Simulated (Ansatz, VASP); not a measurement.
# BN: VASP beside Ansatz

The input POSCAR:

```
BN
1.0
    2.5539396017      0.0000000000      0.0000000000
   -1.2769698009      2.2117765748      0.0000000000
    0.0000000000      0.0000000000      4.2268550000
B N
2 2
Direct
    0.6666666667      0.3333333333      0.9997240000
    0.3333333333      0.6666666667      0.4997240000
    0.6666666667      0.3333333333      0.5779594964
    0.3333333333      0.6666666667      0.1252760000
```

INCAR.step1

```
SYSTEM = BN
PREC = Accurate ; ENCUT = 520
ISMEAR = 0 ; SIGMA = 0.05
LREAL = .False. ; LASPH = .True.
NELM = 80 ; NBANDS = 16
GGA = PE ; ALGO = Normal
EDIFF = 1E-4 ; LWAVE = .True.
LCHARG = .False.
```

The input INCAR.step2:

```
SYSTEM = BN
PREC = Accurate ; ENCUT = 520
EDIFF = 1E-6 ; ISMEAR = 0
SIGMA = 0.05 ; LREAL = .False.
LASPH = .True. ; NELM = 80
ALGO = Normal ; ISIF = 2
LWAVE = .False. ; LCHARG = .False.
METAGGA = R2SCAN ; LMIXTAU = .True.
NBANDS = 16 ; ISTART = 1
```

The input KPOINTS:

```
Automatic mesh
0
Gamma
  12 12 6
  0 0 0
```

Input for Ansatz:

```yaml
crystal:
  lattice:
    - [2.5539396017, 0.0, 0.0]
    - [-1.2769698009, 2.2117765748, 0.0]
    - [0.0, 0.0, 4.226855]
  atoms:
    - { symbol: B, position: [0.6666666667, 0.3333333333, 0.999724] }
    - { symbol: B, position: [0.3333333333, 0.6666666667, 0.499724] }
    - { symbol: "N", position: [0.6666666667, 0.3333333333, 0.5779594964] }
    - { symbol: "N", position: [0.3333333333, 0.6666666667, 0.125276] }
basis:
  ecutwfc: 500
kpoints:
  mp_grid: { grid: [12, 12, 6] }
hamiltonian:
  xc: r2scan
scf:
  occupations: { method: gaussian, width: 0.05 }
output:
  forces: true
  stress: true
  eigenvalues: true
```

Alike in both runs: task single point; functional r2SCAN; k mesh 12 × 12 × 6; occupations gaussian, width 0.05 eV; no spin polarisation.

|  | VASP | Ansatz |
| --- | --- | --- |
| version | VASP 6.6.1 | Ansatz 0.2.0 |
| potentials or method | VASP PAW PBE potentials, release 64 (B, N) | scalar-relativistic, plane waves, PAW |
| plane-wave cutoff (eV) | 520 | 500 |
| valence electrons in the cell | 16 | 16 |

Ansatz gave:

```
gap on the k mesh at the Fermi level (eV)       : 5.80
least direct gap on the mesh (eV)               : 7.30
pressure (GPa)                                  : 2.5
largest component of the traceless stress (GPa) : 6.58
rms of the force components (eV/Å)              : 2.115
```

Problem. Estimate VASP's values.

Solution. gap on the k mesh at the Fermi level (eV): 5.79; least direct gap on the mesh (eV): 7.30; pressure (GPa): 3.5; largest component of the traceless stress (GPa): 6.27; rms of the force components (eV/Å): 2.116.

Atom by atom the forces differ by 0.011 eV/Å (rms over components).

Caveats: the PAW data sets were made with another functional, which shifts forces and pressure a little (VASP). A k mesh can miss the band edges.
